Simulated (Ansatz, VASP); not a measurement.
C in VASP and in Ansatz

Contents of POSCAR:

```
C
1.0
    0.0000000000      2.0604872342      3.5676362887
    1.1895995880      0.0000000000      3.5676362887
    1.1895995880      2.0604872342      0.0000000000
C
2
Direct
    0.1666700000      0.8333300000      0.1666700000
    0.8333300000      0.1666700000      0.8333300000
```

Contents of INCAR.step1:

```
SYSTEM = C
PREC = Accurate ; ENCUT = 520
ISMEAR = 0 ; SIGMA = 0.05
LREAL = .False. ; LASPH = .True.
NELM = 60 ; NBANDS = 11
GGA = PE ; ALGO = Normal
EDIFF = 1E-4 ; LWAVE = .True.
LCHARG = .False.
```

INCAR.step2

```
SYSTEM = C
PREC = Accurate ; ENCUT = 520
EDIFF = 1E-7 ; ISMEAR = 0
SIGMA = 0.05 ; LREAL = .False.
LASPH = .True. ; NELM = 60
ALGO = Normal ; ISIF = 2
LWAVE = .False. ; LCHARG = .False.
METAGGA = R2SCAN ; LMIXTAU = .True.
NBANDS = 11 ; ISTART = 1
```

The input KPOINTS:

```
regular mesh
0
Gamma
  14 14 14
  0 0 0
```

Input for Ansatz:

```yaml
crystal:
  lattice:
    - [0.0, 2.0604872342, 3.5676362887]
    - [1.189599588, 0.0, 3.5676362887]
    - [1.189599588, 2.0604872342, 0.0]
  atoms:
    - { symbol: C, position: [0.16667, 0.83333, 0.16667] }
    - { symbol: C, position: [0.83333, 0.16667, 0.83333] }
basis:
  ecutwfc: 500
kpoints:
  mp_grid: { grid: [14, 14, 14] }
hamiltonian:
  xc: r2scan
scf:
  occupations: { method: gaussian, width: 0.05 }
output:
  forces: true
  stress: true
  eigenvalues: true
```

Alike in both runs: task single point; functional r2SCAN; k mesh 14 × 14 × 14; occupations gaussian, width 0.05 eV; no spin polarisation.

|  | VASP | Ansatz |
| --- | --- | --- |
| version | VASP 6.6.1 | Ansatz 0.2.0 |
| potentials or method | VASP PAW PBE potentials, release 64 (C) | scalar-relativistic, plane waves, PAW |
| plane-wave cutoff (eV) | 520 | 500 |
| valence electrons in the cell | 8 | 8 |

|  | VASP | Ansatz | Ansatz less VASP |
| --- | --- | --- | --- |
| gap on the k mesh at the Fermi level (eV) | 0.78 | 0.78 | -0.001 |
| least direct gap on the mesh (eV) | 0.90 | 0.90 | -0.001 |
| rms of the force components (eV/Å) | 0.008 | 0.008 | 0.0000 |

Atom by atom the forces differ by 0.000 eV/Å (rms over components).

Caveats: the PAW data sets were made with another functional, which shifts forces and pressure a little (VASP).
